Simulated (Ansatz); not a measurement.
Input, command and steps of an Ansatz relaxation.

```yaml
crystal:
  lattice:
    - [3.5995650528, 0.0, 0.0]
    - [-1.7997825264, 3.1173147783, 0.0]
    - [0.0, 0.0, 5.142236221]
  atoms:
    - { symbol: Cu, position: [0.0, 0.0, 0.0] }
    - { symbol: Cu, position: [0.0, 0.0, 0.5] }
    - { symbol: Au, position: [0.3333333333, 0.6666666667, 0.25] }
    - { symbol: Au, position: [0.6666666667, 0.3333333333, 0.75] }
basis:
  ecutwfc: 420
kpoints:
  mp_grid: { grid: [6, 6, 4] }
hamiltonian:
  xc: pbe
scf:
  occupations: { method: gaussian, width: 0.1 }
  lower_state_search: "off"
output:
  forces: true
  stress: true
  eigenvalues: true
relax:
  adjacent_minimum: "off"
  f_tol: 0.04
  max_steps: 70
  cell: { stress_tol: 0.4 }
```

```bash
ansatz run input.yaml --threads 1 --pin off --max-ram 2560MiB --backend cpu --events-out ev --progress --plain --runs-dir out
```

All numbers below come from Ansatz, DFT PBE, scalar-relativistic, plane waves, PAW.

Of 8 frames 7 are shown, positions in Å and forces in eV/Å; the SCF threshold varies from step to step. Steps run on the plane waves of an earlier cell, with a Pulay correction in the pressure. The basis is chosen afresh for the last frame, the zero of the energies, and at times for earlier ones too; energy and pressure step there, also at an unchanged geometry. Here that happened at step 6 (-3 meV/atom, 0.4 GPa); the frames before carry an error of that size.

```xyz
4
Lattice="3.5996 0.0000 0.0000 -1.7998 3.1173 0.0000 0.0000 0.0000 5.1422" Properties=species:S:1:pos:R:3:forces:R:3 pbc="T T T" step=1 free_energy_over_end_meV_per_atom=223.78 pressure_GPa=27.97
Cu    0.0000    0.0000    0.0000    0.0000    0.0000    0.0000
Cu    0.0000    0.0000    2.5711    0.0000    0.0000    0.0000
Au    0.0000    2.0782    1.2856    0.0000    0.0000    0.0000
Au    1.7998    1.0391    3.8567    0.0000    0.0000    0.0000
4
Lattice="3.7772 0.0000 0.0000 -1.8886 3.2711 0.0000 0.0000 0.0000 5.2461" Properties=species:S:1:pos:R:3:forces:R:3 pbc="T T T" step=2 free_energy_over_end_meV_per_atom=37.21 pressure_GPa=6.09
Cu    0.0000    0.0000    0.0000    0.0000    0.0000    0.0000
Cu    0.0000    0.0000    2.6231    0.0000    0.0000    0.0000
Au    0.0000    2.1808    1.3115    0.0000    0.0000    0.0000
Au    1.8886    1.0904    3.9346    0.0000    0.0000    0.0000
4
Lattice="3.8725 0.0000 0.0000 -1.9362 3.3536 0.0000 0.0000 0.0000 5.1766" Properties=species:S:1:pos:R:3:forces:R:3 pbc="T T T" step=3 free_energy_over_end_meV_per_atom=12.22 pressure_GPa=1.12
Cu    0.0000    0.0000    0.0000    0.0000    0.0000    0.0000
Cu    0.0000    0.0000    2.5883    0.0000    0.0000    0.0000
Au    0.0000    2.2358    1.2941    0.0000    0.0000    0.0000
Au    1.9362    1.1179    3.8824    0.0000    0.0000    0.0000
4
Lattice="3.9512 0.0000 0.0000 -1.9756 3.4219 0.0000 0.0000 0.0000 5.0283" Properties=species:S:1:pos:R:3:forces:R:3 pbc="T T T" step=4 free_energy_over_end_meV_per_atom=4.81 pressure_GPa=-0.66
Cu    0.0000    0.0000    0.0000    0.0000    0.0000    0.0000
Cu    0.0000    0.0000    2.5141    0.0000    0.0000    0.0000
Au    0.0000    2.2812    1.2571    0.0000    0.0000    0.0000
Au    1.9756    1.1406    3.7712    0.0000    0.0000    0.0000
4
Lattice="3.9575 0.0000 0.0000 -1.9788 3.4273 0.0000 0.0000 0.0000 4.9778" Properties=species:S:1:pos:R:3:forces:R:3 pbc="T T T" step=5 free_energy_over_end_meV_per_atom=4.04 pressure_GPa=-0.02
Cu    0.0000    0.0000    0.0000    0.0000    0.0000    0.0000
Cu    0.0000    0.0000    2.4889    0.0000    0.0000    0.0000
Au    0.0000    2.2849    1.2444    0.0000    0.0000    0.0000
Au    1.9788    1.1424    3.7333    0.0000    0.0000    0.0000
4
Lattice="3.9575 0.0000 0.0000 -1.9788 3.4273 0.0000 0.0000 0.0000 4.9778" Properties=species:S:1:pos:R:3:forces:R:3 pbc="T T T" step=6 free_energy_over_end_meV_per_atom=0.72 pressure_GPa=0.39
Cu    0.0000    0.0000    0.0000    0.0000    0.0000    0.0000
Cu    0.0000    0.0000    2.4889    0.0000    0.0000    0.0000
Au    0.0000    2.2849    1.2444    0.0000    0.0000    0.0000
Au    1.9788    1.1424    3.7333    0.0000    0.0000    0.0000
4
Lattice="3.9830 0.0000 0.0000 -1.9915 3.4494 0.0000 0.0000 0.0000 4.9201" Properties=species:S:1:pos:R:3:forces:R:3 pbc="T T T" step=8 free_energy_over_end_meV_per_atom=0.00 pressure_GPa=0.13
Cu    0.0000    0.0000    0.0000    0.0000    0.0000    0.0000
Cu    0.0000    0.0000    2.4601    0.0000    0.0000    0.0000
Au    0.0000    2.2996    1.2300    0.0000    0.0000    0.0000
Au    1.9915    1.1498    3.6901    0.0000    0.0000    0.0000
```

The start puts this composition into another compound's structure type, which needn't suit it. At the end the space group is P6_3/mmc (tolerance 0.05 Å).

Time: 30 s on 1 thread of Arm Neoverse V2, on a shared host, peak memory 0.37 GiB.

The k mesh is coarse. Spin–orbit coupling is left out, which can shift energies with elements as heavy as these.